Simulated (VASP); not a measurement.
# Au (Fm-3m) in VASP: core levels with LDA

Aim: the core levels of Au with LDA.

All numbers are computed with VASP 6.6.1; they aren't measurements. Logs are shortened: lines on timing, memory, paths and dates and some standing lists are left out, and cuts for length are marked.

## (1) The crystal as given

Symmetry: Fm-3m, No. 225, cubic system. Conventional cell: a = 4.078 Å, b = 4.078 Å, c = 4.078 Å, α = 90.00°, β = 90.00°, γ = 90.00°. Au (site symmetry m-3m) is surrounded by 12 Au at 2.88 Å.

## (2) Core levels, LDA

Input file INCAR:

```
PREC = Accurate ; ENCUT = 400
EDIFF = 1E-6 ; ISMEAR = 0
SIGMA = 0.1 ; LREAL = F
LASPH = T ; NELM = 100
ALGO = Fast ; ISIF = 2
LWAVE = F ; LCHARG = F
ICORELEVEL = 1 ; KPAR = 4
```

Input file KPOINTS:

```
regular mesh
0
Gamma
  5 5 5
```

Input file POSCAR:

```
Au
1.0
    0.0000000000      6.1170000000      6.1170000000
    6.1170000000      0.0000000000      6.1170000000
    6.1170000000      6.1170000000      0.0000000000
Au
27
Direct
    0.0000000000      0.0000000000      0.0000000000
    0.0000000000      0.0000000000      0.3333333333
    0.0000000000      0.0000000000      0.6666666667
    0.0000000000      0.3333333333      0.0000000000
    1.0000000000      0.3333333333      0.3333333333
    0.0000000000      0.3333333333      0.6666666667
    0.0000000000      0.6666666667      0.0000000000
    0.0000000000      0.6666666667      0.3333333333
    1.0000000000      0.6666666667      0.6666666667
    0.3333333333      0.0000000000      0.0000000000
    0.3333333333      1.0000000000      0.3333333333
    0.3333333333      0.0000000000      0.6666666667
    0.3333333333      0.3333333333      0.0000000000
    0.3333333333      0.3333333333      0.3333333333
    0.3333333333      0.3333333333      0.6666666667
    0.3333333333      0.6666666667      0.0000000000
    0.3333333333      0.6666666667      0.3333333333
    0.3333333333      0.6666666667      0.6666666667
    0.6666666667      0.0000000000      0.0000000000
    0.6666666667      0.0000000000      0.3333333333
    0.6666666667      1.0000000000      0.6666666667
    0.6666666667      0.3333333333      0.0000000000
    0.6666666667      0.3333333333      0.3333333333
    0.6666666667      0.3333333333      0.6666666667
    0.6666666667      0.6666666667      0.0000000000
    0.6666666667      0.6666666667      0.3333333333
    0.6666666667      0.6666666667      0.6666666667
```

Potentials or basis: VASP PAW LDA potentials, release 64 (Au).

Run with:

```bash
> cat potpaw_LDA.64/Au/POTCAR > POTCAR
> mpirun -np 4 vasp_std > vasp.out
```

OUTCAR:

```text
PREC = Accurate
   ENCUT = 400
   EDIFF = 1E-6
   ISMEAR = 0
   LREAL = F
   LASPH = T
   NELM = 100
   ISIF = 2

 ion  position               nearest neighbor table
   1  0.000  0.000  0.000-   2 2.88   3 2.88   4 2.88   6 2.88   7 2.88   8 2.88  10 2.88  12 2.88
                            16 2.88  19 2.88  20 2.88  22 2.88
   2  0.000  0.000  0.333-   1 2.88   4 2.88   5 2.88   8 2.88  10 2.88  11 2.88  17 2.88  20 2.88
                            23 2.88  21 2.88   9 2.88   3 2.88
   3  0.000  0.000  0.667-   1 2.88   6 2.88   7 2.88   9 2.88  12 2.88  18 2.88  19 2.88  21 2.88
                            24 2.88  11 2.88   5 2.88   2 2.88
   4  0.000  0.333  0.000-   1 2.88   2 2.88   5 2.88   6 2.88  10 2.88  13 2.88  15 2.88  22 2.88
                            23 2.88   9 2.88  25 2.88   7 2.88
   5  0.000  0.333  0.333-   2 2.88   4 2.88  11 2.88  13 2.88  14 2.88  23 2.88   3 2.88   7 2.88
                            24 2.88  26 2.88   6 2.88   8 2.88
   6  0.000  0.333  0.667-   1 2.88   3 2.88   4 2.88  12 2.88  15 2.88  22 2.88  24 2.88  14 2.88
                            27 2.88   5 2.88   8 2.88   9 2.88
   7  0.000  0.667  0.000-   1 2.88   3 2.88   8 2.88   9 2.88  16 2.88  18 2.88  19 2.88  25 2.88
                            26 2.88  13 2.88   5 2.88   4 2.88
   8  0.000  0.667  0.333-   1 2.88   2 2.88   7 2.88  16 2.88  17 2.88  20 2.88  26 2.88  14 2.88
                            27 2.88   6 2.88   5 2.88   9 2.88
   9  0.000  0.667  0.667-   3 2.88   7 2.88  18 2.88  21 2.88  25 2.88  27 2.88   4 2.88   2 2.88
[... 43 lines left out ...]
 A1 = (   0.0000000000,   6.1170000000,   6.1170000000)
 A2 = (   6.1170000000,   0.0000000000,   6.1170000000)
 A3 = (   6.1170000000,   6.1170000000,   0.0000000000)

Analysis of symmetry for initial positions (statically):
=====================================================================
 Subroutine PRICEL returns following result:

  LATTYP: Found a face centered cubic cell.
 ALAT       =     4.0779999996

  Lattice vectors:

 A1 = (   0.0000000000,   2.0389999998,   2.0389999998)
 A2 = (   2.0389999998,   0.0000000000,   2.0389999998)
 A3 = (   2.0389999998,   2.0389999998,   0.0000000000)

  27 primitive cells build up your supercell.

 Routine SETGRP: Setting up the symmetry group for a
 face centered cubic supercell.

 Subroutine GETGRP returns: Found 48 space group operations
 (whereof 48 operations were pure point group operations)
 out of a pool of 48 trial point group operations.

The static configuration has the point symmetry O_h .

Analysis of symmetry for dynamics (positions and initial velocities):
=====================================================================
 Subroutine PRICEL returns following result:

  LATTYP: Found a face centered cubic cell.
 ALAT       =     4.0779999996

  Lattice vectors:

 A1 = (   0.0000000000,   2.0389999998,   2.0389999998)
 A2 = (   2.0389999998,   0.0000000000,   2.0389999998)
 A3 = (   2.0389999998,   2.0389999998,   0.0000000000)

  27 primitive cells build up your supercell.

 Routine SETGRP: Setting up the symmetry group for a
 face centered cubic supercell.

 Subroutine GETGRP returns: Found 48 space group operations
 (whereof 48 operations were pure point group operations)
 out of a pool of 48 trial point group operations.

The dynamic configuration has the point symmetry O_h .

 Subroutine INISYM returns: Found 48 space group operations
 (whereof 48 operations are pure point group operations),
 and found    27 'primitive' translations

----------------------------------------------------------------------------------------

                                     Primitive cell

  volume of cell :      16.9544

  direct lattice vectors                    reciprocal lattice vectors
     0.000000000  2.039000000  2.039000000    -0.245218244  0.245218244  0.245218244
[... 59 lines left out ...]
 SYSTEM =  unknown system
   PREC   = accura    normal or accurate (medium, high low for compatibility)
   ISTART =      0    job   : 0-new  1-cont  2-samecut
   ICHARG =      2    charge: 1-file 2-atom 10-const
   ISPIN  =      1    spin polarized calculation?
   LNONCOLLINEAR =      F non collinear calculations
   LSORBIT =      F    spin-orbit coupling
   LASPH  =      T    aspherical Exc in radial PAW
   ENCUT  =  400.0 eV  29.40 Ry    5.42 a.u.  14.11 14.11 14.11*2*pi/ulx,y,z
   NELM   =    100;   NELMIN=  2; NELMDL= -5     # of ELM steps
   EDIFF  = 0.1E-05   stopping-criterion for ELM
   LREAL  =      F    real-space projection
   EDIFFG = 0.1E-04   stopping-criterion for IOM
   NSW    =      0    number of steps for IOM
   IBRION =     -1    ionic relax: 0-MD 1-quasi-New 2-CG
   NFREE  =      0    steps in history (QN), initial steepest desc. (CG)
   ISIF   =      2    stress and relaxation
   ISYM   =      2    0-nonsym 1-usesym 2-fastsym
   POTIM  = 0.5000    time-step for ionic-motion
   TEBEG  =    0.0;   TEEND  =   0.0 temperature during run
   PSTRESS=    0.0 pullay stress
   NELECT =     297.0000    total number of electrons
   NUPDOWN=      -1.0000    fix difference up-down
   EMIN   =  10.00;   EMAX   =-10.00  energy-range for DOS
   EFERMI =   0.00;   METHOD = LEGACY
   ISMEAR =     0;   SIGMA  =   0.10  broadening in eV -4-tet -1-fermi 0-gaus
   EFERMI_NEDOS =   21; number of points for ismear=-14 and -15
   IALGO  =     68    algorithm
   IMIX   =      4    mixing-type and parameters
     AMIX     =   0.40;   BMIX     =  1.00
     AMIX_MAG =   1.60;   BMIX_MAG =  1.00
  volume/ion in A,a.u.               =      16.95       114.41
  Fermi-wavevector in a.u.,A,eV,Ry     =   1.417246  2.678206 27.328466  2.008586
  Thomas-Fermi vector in A             =   2.538496
   LORBIT       =      0    0 simple, 1 ext, 2 COOP (PROOUT), +10 PAW based schemes
   GGA     = CA    functional components
   LHFCALC =     F    Hartree Fock is set to
   AEXX    =    0.0000 exact exchange contribution
   IVDW    =     0    specifies the selected vdW correction
   LEPSILON=     F    determine dielectric tensor
   LRPA    =     F    only Hartree local field effects (RPA)
 non-spin polarized calculation
 RMM-DIIS sequential band-by-band and
 Gauss-broadening in eV      SIGMA  =   0.10
  energy-cutoff  :      400.00
  volume of cell :      457.77
 maximum number of plane-waves:      8363
   NGX = 29   NGY = 29   NGZ = 29

 number of electron     297.0000006 magnetization

 Free energy of the ion-electron system (eV)
  ---------------------------------------------------
  ext. energy  EPLUGINS =         0.00000000
  ---------------------------------------------------
  free energy    TOTEN  =      -119.94450335 eV

  energy without entropy =     -119.88215194  energy(sigma->0) =     -119.91332764

 the core state eigenenergies are
   1-  1s -80164.2184  2s -14148.0401  2p -12248.0010  3s  -3331.9262  3p  -2779.8190
       3d  -2188.4675  4s   -712.9765  4p   -531.5462  4d   -313.2468  4f    -69.8452
       5s    -95.8496  5p    -47.4289
   2-  1s -80164.2184  2s -14148.0401  2p -12248.0010  3s  -3331.9262  3p  -2779.8190
       3d  -2188.4675  4s   -712.9765  4p   -531.5462  4d   -313.2468  4f    -69.8452
       5s    -95.8496  5p    -47.4289
   3-  1s -80164.2184  2s -14148.0401  2p -12248.0010  3s  -3331.9262  3p  -2779.8190
       3d  -2188.4675  4s   -712.9765  4p   -531.5462  4d   -313.2468  4f    -69.8452
       5s    -95.8496  5p    -47.4289
   4-  1s -80164.2184  2s -14148.0401  2p -12248.0010  3s  -3331.9262  3p  -2779.8190
       3d  -2188.4675  4s   -712.9765  4p   -531.5462  4d   -313.2468  4f    -69.8452
       5s    -95.8496  5p    -47.4289
   5-  1s -80164.2184  2s -14148.0401  2p -12248.0010  3s  -3331.9262  3p  -2779.8190
       3d  -2188.4675  4s   -712.9766  4p   -531.5462  4d   -313.2468  4f    -69.8452
       5s    -95.8496  5p    -47.4289
   6-  1s -80164.2184  2s -14148.0401  2p -12248.0010  3s  -3331.9262  3p  -2779.8190
       3d  -2188.4675  4s   -712.9765  4p   -531.5462  4d   -313.2468  4f    -69.8452
[... 50 lines left out ...]
       3d  -2188.4675  4s   -712.9766  4p   -531.5462  4d   -313.2468  4f    -69.8452
       5s    -95.8496  5p    -47.4289
  24-  1s -80164.2184  2s -14148.0401  2p -12248.0010  3s  -3331.9262  3p  -2779.8190
       3d  -2188.4675  4s   -712.9766  4p   -531.5462  4d   -313.2468  4f    -69.8452
       5s    -95.8496  5p    -47.4289
  25-  1s -80164.2184  2s -14148.0401  2p -12248.0010  3s  -3331.9262  3p  -2779.8190
       3d  -2188.4675  4s   -712.9766  4p   -531.5462  4d   -313.2468  4f    -69.8452
       5s    -95.8496  5p    -47.4289
  26-  1s -80164.2184  2s -14148.0401  2p -12248.0010  3s  -3331.9262  3p  -2779.8190
       3d  -2188.4675  4s   -712.9766  4p   -531.5462  4d   -313.2468  4f    -69.8452
       5s    -95.8496  5p    -47.4289
  27-  1s -80164.2184  2s -14148.0401  2p -12248.0010  3s  -3331.9262  3p  -2779.8190
       3d  -2188.4675  4s   -712.9766  4p   -531.5462  4d   -313.2468  4f    -69.8452
       5s    -95.8496  5p    -47.4289

 E-fermi :   9.5317     XC(G=0): -13.0136

 val. band max:        9.5267567968   @ k =  -0.4000   0.2000   0.0000
 cond. band min:       9.5589578675   @ k =   0.4000   0.0000   0.0000
 fundamental gap:      0.0322010707
 Fermi energy:         9.5316952795

 k-point     1 :       0.0000    0.0000    0.0000
  band No.  band energies     occupation
      1      -0.5969      2.00000
      2       1.8136      2.00000
      3       1.8136      2.00000
      4       1.8136      2.00000
      5       1.8136      2.00000
      6       1.8136      2.00000
[... 1619 lines left out ...]
    159      11.8753      0.00000
    160      11.8753      0.00000
 [bands above 160 left out]

------------------------ aborting loop because EDIFF is reached ----------------------------------------

  FORCE on cell =-STRESS in cart. coord.  units (eV):
  Direction    XX          YY          ZZ          XY          YZ          ZX
  --------------------------------------------------------------------------------------
  -------------------------------------------------------------------------------------
  Total      -10.6614220    -10.6614220    -10.6614220      0.0000000     -0.0000000      0.0000000
  in kB      -37.3147279    -37.3147279    -37.3147279      0.0000000     -0.0000000      0.0000000
  external PRESSURE =     -37.3147279 kB  Pullay stress =       0.0000000 kB

 VOLUME and BASIS-vectors are now :
 -----------------------------------------------------------------------------
  energy-cutoff  :      400.00
  volume of cell :      457.77
      direct lattice vectors                 reciprocal lattice vectors
     0.000000000  6.117000000  6.117000000    -0.081739415  0.081739415  0.081739415
     6.117000000  0.000000000  6.117000000     0.081739415 -0.081739415  0.081739415
     6.117000000  6.117000000  0.000000000     0.081739415  0.081739415 -0.081739415

 POSITION                                       TOTAL-FORCE (eV/Angst)
 -----------------------------------------------------------------------------------
      0.00000      0.00000      0.00000        -0.000000      0.000000     -0.000000
      2.03900      2.03900      0.00000        -0.000000     -0.000000      0.000000
      4.07800      4.07800      0.00000         0.000000      0.000000     -0.000000
      2.03900      0.00000      2.03900        -0.000000      0.000000      0.000000
      4.07800      2.03900      2.03900         0.000000      0.000000      0.000000
      6.11700      4.07800      2.03900        -0.000000     -0.000000      0.000000
[... 19 lines left out ...]
      6.11700      6.11700      8.15600         0.000000      0.000000     -0.000000
      8.15600      8.15600      8.15600        -0.000000     -0.000000      0.000000
 -----------------------------------------------------------------------------------
    total drift:                                0.000000      0.000000      0.000000

  FREE ENERGIE OF THE ION-ELECTRON SYSTEM (eV)
  ---------------------------------------------------
  free  energy   TOTEN  =      -119.9445033489 eV

  energy  without entropy=     -119.8821519371  energy(sigma->0) =     -119.91332764
```

Wall time 2.2 min (4 MPI ranks of Intel Xeon 6975P-C (Granite Rapids), shared host); peak memory 0.55 GiB.

What came out:

* Free energy: -119.9445 eV
* Pressure: -3.7 GPa
* Band gap on the k mesh: none (metal or under the smearing width)

Levels at points of the mesh, in eV from the Fermi level:
| k point | band 147 | band 148 | band 149 | band 150 | band 151 | band 152 |
| --- | --- | --- | --- | --- | --- | --- |
| (0.00, 0.00, 0.00) | -2.49 | -2.49 | -2.49 | -2.49 | 2.24 | 2.24 |

Core levels (eV, on the scale of the bands):
```csv
atom,levels
1 Au,"1s -80164.2, 2s -14148.0, 2p -12248.0, 3s -3331.9, 3p -2779.8, 3d -2188.5, 4s -713.0, 4p -531.5, 4d -313.2, 4f -69.8, 5s -95.8, 5p -47.4"
2 Au,"1s -80164.2, 2s -14148.0, 2p -12248.0, 3s -3331.9, 3p -2779.8, 3d -2188.5, 4s -713.0, 4p -531.5, 4d -313.2, 4f -69.8, 5s -95.8, 5p -47.4"
3 Au,"1s -80164.2, 2s -14148.0, 2p -12248.0, 3s -3331.9, 3p -2779.8, 3d -2188.5, 4s -713.0, 4p -531.5, 4d -313.2, 4f -69.8, 5s -95.8, 5p -47.4"
4 Au,"1s -80164.2, 2s -14148.0, 2p -12248.0, 3s -3331.9, 3p -2779.8, 3d -2188.5, 4s -713.0, 4p -531.5, 4d -313.2, 4f -69.8, 5s -95.8, 5p -47.4"
5 Au,"1s -80164.2, 2s -14148.0, 2p -12248.0, 3s -3331.9, 3p -2779.8, 3d -2188.5, 4s -713.0, 4p -531.5, 4d -313.2, 4f -69.8, 5s -95.8, 5p -47.4"
6 Au,"1s -80164.2, 2s -14148.0, 2p -12248.0, 3s -3331.9, 3p -2779.8, 3d -2188.5, 4s -713.0, 4p -531.5, 4d -313.2, 4f -69.8, 5s -95.8, 5p -47.4"
```
